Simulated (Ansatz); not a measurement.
`COCC(F)(F)F` + H₂ → `COC` + `FC(F)F`  (hydrogenolysis of a C–C bond)

Gas-phase electronic energies from Ansatz, PBE0-D4/def2-TZVP geometries. CCSD(T)/CBS adds triple-zeta CCSD(T) − MP2 to the extrapolated MP2 energy (def2 sets, frozen cores). This one scheme is used for every species. Functionals use def2-TZVPP. Each species was taken in one conformer, which may not be the lowest.

(1) Is it downhill or uphill in electronic energy at CCSD(T)/CBS, and by how much? (Best estimate.)

(2) What do these levels give: revPBE-D4, BLYP-D4, B2PLYP, LC-ωPBE, RPA@PBE/def2-TZVPP, CCSD/def2-TZVPP? (Best estimate.)

Largest T1 diagnostic among the species: 0.012.

Answers

(1) Computed: Downhill: ΔE = -37.7 kJ/mol.

(2) Ansatz gave: revPBE-D4 -35.8, BLYP-D4 -39.8, B2PLYP -46.8, LC-ωPBE -43.4, RPA@PBE/def2-TZVPP -38.4, CCSD/def2-TZVPP -44.1 kJ/mol.

Leaving LDA and LC-ωPBE aside and taking each functional with its dispersion term where it has one, the values, not all of them listed here, spread over 12.8 kJ/mol, from B2PLYP to r2SCAN-D4. LDA lies +17.5 kJ/mol from PBE without D4. From r2SCAN to r2SCAN0 (25 % exact exchange), in def2-TZVPP and without D4, ΔE moves by −3.7 kJ/mol.
